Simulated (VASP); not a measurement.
Runs of VASP 6.6.1 on AlN. Symmetry: Pm-3m, No. 221, cubic system. The conventional cell has a = 2.585 Å, b = 2.585 Å, c = 2.585 Å, α = 90.00°, β = 90.00°, γ = 90.00°. Around Al (site symmetry m-3m) lie 8 N at 2.24 Å. Around N (site symmetry m-3m) lie 8 Al at 2.24 Å. The cell was built by a generator and needn't be a form met in nature.

```tsv
task	level	cell	cutoff (eV)	gap on the mesh (eV)	pressure (GPa)
single point	PBE	Pm-3m, 8.64 Å³/atom	520	none	(a)
relaxation of cell and atoms	PBE	relaxed	600	none	0.1
single point	PBE	Pm-3m, 8.92 Å³/atom	520	none	-0.1
single point	r2SCAN	Pm-3m, 8.64 Å³/atom	520	none	-0.4
```

Alike in all rows: potentials or basis VASP PAW PBE potentials, release 64 (Al, N); no spin polarisation; k mesh 10 × 10 × 10; smearing fermi-dirac 0.02 eV.

Estimate the missing entries.

(a) 6.4.

Caveats: the volume moved by over 15 % at a fixed basis, so the end points are rough (some runs); the PAW data sets were made with another functional, which shifts forces and pressure a little (some runs).

A gap of «none» marks a metal or a gap under the smearing width.
